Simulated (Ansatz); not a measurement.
# BaTiO3: equation of state

The task here is to estimate one member of a computed series from the others.

Computed with Ansatz 0.2.0 (DFT PBE, scalar-relativistic, unless a step's input says otherwise).

### Starting point

It takes space group Amm2 (No. 38, orthorhombic). Conventional cell: a = 3.984 Å, b = 5.674 Å, c = 5.692 Å, α = 90.00°, β = 90.00°, γ = 90.00°. Ba (site symmetry mm2) has 12 O at 2.80 to 2.89 Å as nearest neighbours. Ti (site symmetry mm2) is surrounded by 6 O at 1.95 to 2.07 Å. O (site symmetry mm2) is surrounded by 2 Ti at 1.99 Å and 4 Ba at 2.80 to 2.89 Å. O (site symmetry m) has 2 Ti at 1.95 to 2.07 Å and 4 Ba at 2.82 to 2.84 Å as nearest neighbours.

Structure file:

```cif
data_structure
_symmetry_space_group_name_H-M 'P 1'
_symmetry_Int_Tables_number 1
_cell_length_a 3.9841
_cell_length_b 4.0184
_cell_length_c 4.0184
_cell_angle_alpha 89.824
_cell_angle_beta 90.000
_cell_angle_gamma 90.000
_cell_volume 64.33
loop_
_atom_site_label
_atom_site_type_symbol
_atom_site_fract_x
_atom_site_fract_y
_atom_site_fract_z
_atom_site_occupancy
Ba1 Ba 0.00000 0.00000 0.00000 1
Ti1 Ti 0.50000 0.50790 0.50790 1
O1 O 0.00000 0.49210 0.49210 1
O2 O 0.50000 0.50251 0.99371 1
O3 O 0.50000 0.99371 0.50251 1
```

Atoms are numbered in the order of the input: Ba1, Ti2, O3, O4, O5.

Set-up of the first run:

The input, input.yaml:

```yaml
crystal:
  lattice:
    - [3.9302542101, 0.0, 0.0]
    - [0.0, 2.7987067862, 2.8073385284]
    - [0.0, -2.7987067862, 2.8073385284]
  atoms:
    - { symbol: Ba, position: [0.0, 0.0, 0.0] }
    - { symbol: Ti, position: [0.5, 0.5079, 0.5079] }
    - { symbol: O, position: [0.0, 0.4921, 0.4921] }
    - { symbol: O, position: [0.5, 0.50251, 0.99371] }
    - { symbol: O, position: [0.5, 0.99371, 0.50251] }
kpoints:
  mp_grid: { grid: [8, 8, 8] }
  band_path:
    path:
      - [0.0, 0.0, 0.0]
      - [0.0, 0.5, 0.5]
      - [0.0, 0.5015349898, 0.4984650102]
      - [0.0, 0.4984650102, -0.4984650102]
      - [0.0, 0.0, 0.0]
      - [0.5, 0.0, 0.0]
      - [0.5, 0.4984650102, -0.4984650102]
      - [0.5, 0.5015349898, 0.4984650102]
      - [0.5, 0.5, 0.5]
    npoints: 5
scf:
  occupations: { method: fermi_dirac, width: 0.05 }
hamiltonian:
  xc: pbe
  pseudopotentials: { kind: all_electron, lapw: { basis_error: 0.001 } }
output:
  forces: true
  stress: true
  eigenvalues: true
```

Launch:

```sh
> ansatz run input.yaml --threads 2 --pin off --max-ram 6144MiB --backend cpu --events-out ev --progress --plain --runs-dir out
```

Among the steps run: Volume × 0.96, LAPW; Volume × 0.96, PAW; Volume × 0.96, crystal datasets; Volume × 0.99, LAPW; Volume × 0.99, PAW; Volume × 0.99, crystal datasets; Volume × 1.02, LAPW; Volume × 1.02, PAW; Volume × 1.02, crystal datasets; Volume × 1.06, LAPW; Volume × 1.06, PAW; Volume × 1.06, crystal datasets.

One table of the session follows, with a row left open; its other results are not shown here.

| method | volume (Å³/atom) | gap on the k mesh (eV) | largest force (eV/Å) |
| --- | --- | --- | --- |
| LAPW | 12.352 | 1.94 | 0.143 |
| LAPW | 12.738 | 1.87 | 0.172 |
| LAPW | 13.124 | 1.81 | 0.267 |
| LAPW | 13.639 | 1.72 | 0.386 |
| PAW | 12.352 | 1.94 | 0.143 |
| PAW | 12.738 | ? | ? |
| PAW | 13.124 | 1.81 | 0.267 |
| PAW | 13.639 | 1.73 | 0.388 |
| crystal datasets | 12.352 | 1.94 | 0.143 |
| crystal datasets | 12.738 | 1.87 | 0.171 |
| crystal datasets | 13.124 | 1.81 | 0.267 |
| crystal datasets | 13.639 | 1.72 | 0.386 |

Q: Estimate the row for PAW, 12.738 from the others.

The run gave: gap on the k mesh (eV): 1.88; largest force (eV/Å): 0.171. In the column «gap on the k mesh (eV)» it lies between crystal datasets, 12.738 (1.87) and LAPW, 12.352 (1.94).

Caveats from the session: Warnings in the runs' records: gradients without spin orbit, crystal datasets made.
